RPBE-D3(BJ) gives hcp ruthenium an equilibrium volume of 12.370 Å³/atom, the smallest in the table, although RPBE is a gradient-corrected functional (GGA) known for making metals too large. The value lies 0.711 Å³/atom below LDA, the local-density functional that usually marks the compact end. The cell relaxation ended at a pressure of −0.004 GPa, so the run did reach the minimum of its own energy. The fault lies in that energy.

Calculated values. Kohn-Sham DFT of hcp Ru (P6₃/mmc, 2-atom cell) in FLEUR and Ansatz, without spin polarization or spin-orbit coupling, with Fermi-Dirac smearing of 0.05 eV. Volumes are for a static lattice, from equation-of-state fits or, in the three D3(BJ) rows, from variable-cell relaxation. Under basis, values in eV are plane-wave cutoffs and Kmax is in bohr⁻¹.

| method | rung | program | potentials | basis | k mesh | equilibrium volume (Å³/atom) |
| --- | --- | --- | --- | --- | --- | --- |
| BH | LDA | FLEUR | all electron | 3.82 Kmax | 11x11x6 2-atom cell | 13.037 |
| LDA | LDA | Ansatz | JTH PAW LDA | 1800 eV | 11x11x6 2-atom cell | 13.081 |
| SVWN5 | LDA | Ansatz | Ansatz PAW | 420 eV | 11x11x6 2-atom cell | 13.081 |
| Wigner | LDA | FLEUR | all electron | 4.36 Kmax | 11x11x6 2-atom cell | 13.451 |
| PBE | GGA | FLEUR | all electron | 4 Kmax | 11x11x6 2-atom cell | 13.783 |
| PBE-D3(BJ) | GGA | Ansatz | Ansatz PAW | 420 eV | 11x11x6 2-atom cell | 13.446 |
| PBE-D4 | GGA | Ansatz | Ansatz PAW | 420 eV | 11x11x6 2-atom cell | 13.522 |
| RPBE-D3(BJ) | GGA | Ansatz LAPW | all electron LAPW, scalar relativistic | 0.001 eV/atom basis error | 11x11x6 2-atom cell | 12.370 |
| revPBE-D3(BJ) | GGA | Ansatz LAPW | all electron LAPW, scalar relativistic | 0.001 eV/atom basis error | 11x11x6 2-atom cell | 13.285 |
| r2SCAN-rVV10 | meta-GGA | Ansatz | Ansatz PAW | 500 eV | 11x11x6 2-atom cell | 13.389 |
| HSE03 | hybrid | Ansatz | Ansatz PAW | 420 eV | 6x6x3 2-atom cell | 13.267 |
| r2SCANh | hybrid | Ansatz | Ansatz PAW | 500 eV | 6x6x3 2-atom cell | 13.337 |

The simple pattern has two anchors, LDA at 13.081 and PBE at 13.783 Å³/atom. Theory argues the order: gradient terms lower the exchange energy most where the density varies strongly, which rewards atoms for moving apart. Seven rows fall between the anchors. Six of them are hybrids or carry a dispersion term (D3(BJ), D4 or rVV10, an added attraction between fluctuating charges), and the seventh, Wigner, is an LDA out of place. The two hybrids ran on a coarser k mesh, so their exact places should not be read finely.

Breaks are best sized as pressures. The crystal is like a stiff spring under load: PBE sets the rest length, and each change of method lays an extra weight on top. The weight is read from the Birch-Murnaghan curve that the PBE run fitted to its own five energies, as the pressure that squeezes PBE ruthenium to each row's volume. On this scale LDA is worth 18.6 GPa, PBE-D3(BJ) 8.2 and PBE-D4 6.2. The analogy ends at stiffness, because a real added term varies with volume and changes the modulus too, so the spring sizes the pull but does not predict the modulus.

The scale also has a grain. The PBE curve comes from one program and most rows from another, so each pull includes an offset from basis and potentials. BH, the von Barth-Hedin LDA, differs from the LDA row by 0.044 Å³/atom or 1.4 GPa, with functional and program both changed. Differences of that size are left uninterpreted here; the two real breaks are many times larger.

RPBE-D3(BJ) needs about 45 GPa, or 43 if the curve stiffens less steeply, since this volume lies below those the PBE run sampled. That is roughly 5.5 times the pull in PBE-D3(BJ). The telling comparison is with revPBE-D3(BJ), relaxed in the same all-electron code on the same mesh and basis target, which lands 0.915 Å³/atom higher. The numbers thus place the break in the pairing of functional and correction. Because bare RPBE and revPBE are known to behave much alike, the correction is the place to look.

D3(BJ) adds pair terms such as −C₆/(R⁶ + f⁶), where R is the distance between atoms, C₆ the strength of the attraction and f a damping radius set separately for each functional. For R well below f the term is flat and exerts little force; once f falls toward R, the steep part of the curve acts on nearest neighbours. Ruthenium has twelve of them, the closest at 2.65 Å, bound by metallic electrons that the GGA already describes, so a short f counts attraction twice. That RPBE's damping is too short for such contacts fits the known fault of this pairing in metals, but these runs do not test it. Without a correction, RPBE and revPBE are both known to give larger metal volumes than PBE, so pulls measured from PBE understate their dispersion terms.

The second break is Wigner, an LDA at 13.451 Å³/atom, about midway between the anchors and 0.414 above BH in the same program. At the volume halfway between their minima, the pressures from their two energy curves differ by 11.3 GPa. Both functionals take their exchange from the uniform electron gas, so the difference should come from the correlation energy per electron, ε. Correlation grows more negative as electrons crowd together and therefore pulls a metal inward. BH keeps deepening logarithmically at high density, whereas Wigner's formula levels off and pulls less.

A uniform electron gas sizes this. With density n and rₛ the radius of the sphere holding one electron, n ∝ rₛ⁻³ turns the pressure n²·dε/dn into P = −(n·rₛ/3)·dε/drₛ. The eight valence electrons are spread over the halfway volume, and the constants of both formulas are rough recalled values in hartree and bohr:

n = 8 / 13.244 Å³ = 8 / 89.4 bohr³ = 0.0895 bohr⁻³, so rₛ = 1.39

Wigner: ε = −0.44/(rₛ + 7.8), P = −0.0895 × (1.39/3) × 0.44/9.19² = −2.2×10⁻⁴ hartree/bohr³ ≈ −6 GPa

BH, with x = rₛ/30: P = −0.025·n·[1/3 − x/2 + x² − x³ ln(1 + 1/x)] = −0.025 × 0.0895 × 0.312 = −7.0×10⁻⁴ hartree/bohr³ ≈ −21 GPa

The unrounded gap is 14 GPa, 1.3 times the value from the runs, and the two rows entered only through the volume. The closeness should not be trusted, because localized 4d electrons are no uniform gas. Counting the 4s and 4p shells as well doubles the electron number and gives 31 GPa. The estimate supports the sign and order of magnitude of the cause, with the caveat that the two runs also differ in plane-wave cutoff.

For anyone choosing a method, the rung is a poor guide to the volume. With the faulty RPBE-D3(BJ) row left out, the rung means differ by at most 0.347 Å³/atom, while the GGA rows alone still spread over 0.498, from bare PBE down to revPBE-D3(BJ). What moves the lattice is any term whose energy still changes steeply at the density and contact distance of the metal. The shift carries into stiffness: over the equation-of-state rows the bulk modulus rises as the volume falls, from 310 GPa for PBE to 378 for BH, with LDA and SVWN5 tied in volume. The row-by-row values are in the output below.

Printed output of the fit:

```
LDA to PBE span 0.702 A^3/atom (5.1 % of PBE); table rounding 0.0005
method, rung, V, V-V(PBE), % volume, % length, place on span (LDA 0, PBE 1), P on PBE curve GPa, own B0 GPa
RPBE-D3(BJ)   GGA       12.370 -1.413 -10.3  -3.5 -1.01  44.7  relaxed cell (P extrapolated)
BH            LDA       13.037 -0.746  -5.4  -1.8 -0.06  20.0  378
LDA           LDA       13.081 -0.702  -5.1  -1.7 +0.00  18.6  364
SVWN5         LDA       13.081 -0.702  -5.1  -1.7 +0.00  18.6  367
HSE03         hybrid    13.267 -0.516  -3.7  -1.3 +0.26  13.1  359
revPBE-D3(BJ) GGA       13.285 -0.498  -3.6  -1.2 +0.29  12.6  relaxed cell
r2SCANh       hybrid    13.337 -0.446  -3.2  -1.1 +0.36  11.1  356
r2SCAN-rVV10  meta-GGA  13.389 -0.394  -2.9  -1.0 +0.44   9.7  347
PBE-D3(BJ)    GGA       13.446 -0.337  -2.4  -0.8 +0.52   8.2  relaxed cell
Wigner        LDA       13.451 -0.332  -2.4  -0.8 +0.53   8.1  344
PBE-D4        GGA       13.522 -0.261  -1.9  -0.6 +0.63   6.2  329
PBE           GGA       13.783 +0.000  +0.0  +0.0 +1.00   0.0  310
rows strictly inside the span: 7 ; below LDA: BH, RPBE-D3(BJ)
rung LDA: 4 rows, mean 13.162, spread 0.414 A^3/atom
rung GGA: 5 rows, mean 13.281, spread 1.413 A^3/atom
rung meta-GGA: 1 rows, mean 13.389, spread 0.000 A^3/atom
rung hybrid: 2 rows, mean 13.302, spread 0.070 A^3/atom
GGA without RPBE-D3(BJ): mean 13.509, spread 0.498 A^3/atom
pair: volume difference A^3/atom, %, difference of P on PBE curve GPa
  SVWN5 - LDA: +0.000, +0.0 %, +0.0
  BH - LDA: -0.044, -0.3 %, +1.4
  Wigner - BH: +0.414, +3.2 %, -11.9
  Wigner - LDA: +0.370, +2.8 %, -10.5
  PBE-D3(BJ) - PBE-D4: -0.076, -0.6 %, +2.0
  revPBE-D3(BJ) - PBE-D3(BJ): -0.161, -1.2 %, +4.4
  RPBE-D3(BJ) - revPBE-D3(BJ): -0.915, -6.9 %, +32.1
  RPBE-D3(BJ) - LDA: -0.711, -5.4 %, +26.1
  HSE03 - PBE: -0.516, -3.7 %, +13.1
  r2SCANh - r2SCAN-rVV10: -0.052, -0.4 %, +1.4
RPBE-D3(BJ) on PBE curve: 45 GPa, 43 with B'=4.8; ratio to PBE-D3(BJ) 5.5
rank correlation of B0 with V over 9 equation-of-state rows: -1.00
volume worth of residual pressure 0.0006, of Pulay term 0.0031 A^3/atom
rough volume noise of BH fit 0.002 against BH-LDA gap 0.044 A^3/atom
P(Wigner)-P(BH) from their own curves at 13.244 A^3/atom: 11.3 GPa
uniform gas, 8 electrons, rs 1.39 bohr: correlation P Wigner -6, BH -21, gap 14 GPa, ratio to runs 1.3
uniform gas, 16 electrons, rs 1.10 bohr: correlation P Wigner -11, BH -42, gap 31 GPa, ratio to runs 2.7
```
